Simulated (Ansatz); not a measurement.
# Si: what a guessed cell relaxes into, part 2 of 2

The task: take a trial cell of Si to zero force and stress.

Ansatz 0.2.0; DFT PBE, scalar-relativistic, plane waves, PAW. The steps go on from the part before.

**4. Relaxation on the finer mesh**

The end of the coarse run is made exact in the group found at a tolerance of 0.06 Å and reduced to its primitive cell.

File input.yaml:

```yaml
crystal:
  lattice:
    - [4.5684874232, 0.0, 0.0]
    - [0.0, 4.5684874232, 0.0]
    - [0.0, 0.0, 3.750760796]
  atoms:
    - { symbol: Si, position: [0.0, 0.6570721708, 0.5] }
    - { symbol: Si, position: [0.3429278292, 0.0, 0.25] }
    - { symbol: Si, position: [0.0, 0.3429278292, 0.0] }
    - { symbol: Si, position: [0.6570721708, 0.0, 0.75] }
basis:
  ecutwfc: 420
kpoints:
  mp_grid: { grid: [10, 10, 12] }
hamiltonian:
  xc: pbe
scf:
  occupations: { method: gaussian, width: 0.1 }
output:
  forces: true
  stress: true
  eigenvalues: true
  write_density: true
  write_potential: true
  elf: true
  volumetric_format: npy
relax:
  adjacent_minimum: "off"
  f_tol: 0.01
  max_steps: 80
  cell: { stress_tol: 0.05 }
```

The run is started by

```sh
> ansatz run input.yaml --threads 1 --pin off --max-ram 2560MiB --backend cpu --events-out ev --progress --plain --runs-dir out
```

The program printed, shortened:

```text
Warning: RAYON_NUM_THREADS=1 ignored (pool sized by the plan → 1); use --threads N
[...]
Pseudopotentials: kind: paw
Pseudopotential: Si, paw, valence charge 4, recommended cutoff 420 eV (normal), Si.paw.azcp
Functional definition: PBE
[...]
Crystal: 4 atoms, lattice volume = 78.282 Å³
Basis set: ecut = 420 eV, 1533 PW (Γ), exchange–correlation on 64×64×54 points (8 copies of the dense FFT grid, shifted against one another)
Bands: 12, of which v1, the nominal top of the filled ones, is band 8 counted from 1 (7 counted from 0)
Symmetry: 8 space group operations
Space group: P4322 (ITA 95), of the structure as read, at distance tolerance 4.3e-5 Å
k-points: 147 of 1200 (time reversal used)
[...]
SCF iter   1: F=—  HF=-2542.096955 eV  |F-HF|=—  |Δ(HF+E_count)|=         —  Δρ=2.70e-3  dr2=5.90e-3  ethr=1.77e-3  ⟨swp⟩=5.9  Hψ=12392  notcnv=0
[...]
  P = ⅓ Tr σ = -0.0003 GPa (-0.003 kbar)
--- Band table (eV; the first three rows and the last of 147) ---
  k-point 0: bands = ["-5.7519", "-1.0743", "0.8145", "0.8145", "3.3364", "4.7575", "4.7575", "6.3201", "8.4878", "8.4878", "9.5890", "9.5890"]
[...]
--- Relaxed structure (4 steps of the walk, 4 accepted, 1 SCFs on fresh bases) ---
  F+E_penalty+E_count = -2542.09902276 eV   max|allowed force component| = 4.878e-5 eV/Å   (the final SCF, on the basis selected at the relaxed cell)
  cell:  # Å, volume = 78.7165 Å³
    - [4.586382665748281, 4.1135947325633235e-34, -2.067484439600821e-19]
    - [1.234078419768997e-33, 4.586382665748281, -1.0283986831408309e-33]
    - [-1.6974194879063607e-19, -8.443226621998277e-34, 3.742184272304412]
  atoms:
    - { symbol: Si, position: [-2.738431639675601e-34, 0.6563486376930372, 0.5] }
    - { symbol: Si, position: [0.3436513623069628, 1.0539210060023641e-35, 0.25] }
    - { symbol: Si, position: [1.3700973078030725e-34, 0.3436513623069628, -1.9094931322541302e-34] }
    - { symbol: Si, position: [0.6563486376930372, -3.16176301800709e-35, 0.75] }
```

It took 96 s on 1 thread of Arm Neoverse V1, shared host; peak memory 0.46 GiB.

Step by step:

```csv
step,E - E(step 1) (eV/cell),largest force component (eV/Å),pressure (GPa),volume (Å³)
1,0.0000,0.1117,0.35,78.28
2,-0.0019,0.0527,0.11,78.64
3,-0.0022,0.0064,-0.03,78.75
4,-0.0022,0.0001,0.00,78.72
5,-0.0022,0.0000,0.00,78.72
```

Step 1 is the start. Step 5 repeats the geometry before it on a plane-wave basis chosen anew for that cell, so its energy need not be comparable with the rows above.

|  | before | after | change |
| --- | --- | --- | --- |
| a (Å) | 4.568 | 4.586 | +0.4 % |
| b (Å) | 4.568 | 4.586 | +0.4 % |
| c (Å) | 3.751 | 3.742 | -0.2 % |
| volume (Å³/atom) | 19.57 | 19.68 | +0.6 % |
| shortest distance (Å) | 2.362 | 2.357 | -0.2 % |
| space group (0.01 Å) | P4_322 | P4_322 | same |

Forces and stress were held to the start's 8 operations: a distortion of lower symmetry was not tested.

Density in a lattice plane of the grid's cell (edges 4.59 and 3.74 Å, at 0.000 of the third edge), which holds Si.

Ten even steps from ' ' (0.07 e/Å³) to '@' (0.54 e/Å³):
```
..........::::--==++##%%@@@@@@##**++++++==--::..
..          ..::::==++##%%%%##++====++**++==--::
..            ..::--==**##**--....::==****++--::
..              ..::==****==::    ..--++**++--::
..            ....--==**##++--......==****++--::
..          ....::==++##%%%%##++====++**++==--::
..........::::--==++##%%@@@@@@##**++++++==--::..
......::::--==++**##%%@@@@@@%%##**++==--::::....
....::--==++++++**##@@@@@@%%##++==--::::........
..::--==++**++====++##%%%%##++==::....          
..::--++****==......--++##**==--....            
..::--++**++--..    ::==****==::..              
..::--++****==::....--**##**==--::..            
..::--==++**++====++##%%%%##++==::::..          
....::--==++++++**##@@@@@@%%##++==--::::........
......::::--==++**##%%@@@@@@%%##**++==--::::....
```
Columns run along the first of these edges and rows up along the second, over one cell in 24 and 16 even steps from the bottom left corner. Atoms in the plane (fractional): Si at (0.34, 0.25), Si at (0.66, 0.75).

ELF in the same plane.

Ten even steps from ' ' (0.07) to '@' (0.93):
```
::..::::----==++**%%@@@@@@@@%%##++++++****++==--
::..........::--==**%%%%%%%%**==----==++****++--
::..          ..--==**##**++------::--==****++--
::..          ..::==++**++--::====--::==****++--
::..          ..--==**##**++------::--==****++--
::..........::--==**%%%%%%%%**==--::==++****++--
::..::::----==++**%%@@@@@@@@%%##++++++****++==--
::::--==++++++**##%%@@@@@@@@@@%%##**++++++==--::
::--==++****++++++##%%@@@@@@@@%%**++==----::::..
::--++****++==::--==**%%%%%%%%**==--::..........
::--++****==--::------++**##**==--..          ..
::--++****==::--====::--++**++==::..          ..
::--++****==--::------++**##**==--..          ..
::--++****++==----==**%%%%%%%%**==--::..........
::--==++****++++++##%%@@@@@@@@%%**++==----::::..
::::--==++++++**##%%@@@@@@@@@@%%##**++++++==--::
```
Columns run along the first of these edges and rows up along the second, over one cell in 24 and 16 even steps from the bottom left corner. Atoms in the plane (fractional): Si at (0.34, 0.25), Si at (0.66, 0.75).

Both are smooth fields of the valence electrons: close to the nuclei they are not physical.

Maxima of ELF outside the ion cores: 0.94 on the Si–Si line, 1.1 Å from Si.

**5. Summary of results**

The summary covers parts 1 to 2. Changes of volume or cell count from the first structure of part 1.

```
                              quantity                                                                      value
symmetry at the end (tolerance 0.05 Å)                                                space group P4_322 (No. 95)
                     conventional cell  a = 4.586 Å, b = 4.586 Å, c = 3.742 Å, α = 90.00°, β = 90.00°, γ = 90.00°
                                volume                                                              19.68 Å³/atom
        energy over the standard state                                                              +0.28 eV/atom
                       gap on the mesh                                                               none (metal)
```

The symmetry goes from space group P2 (No. 3) to space group P4_322 (No. 95), and the volume per atom grows by 17.9 % from the first guess. It lies above the element's standard state, so it is metastable at best. No finished test with a distortion of lower symmetry is shown, so the end may be a saddle point.
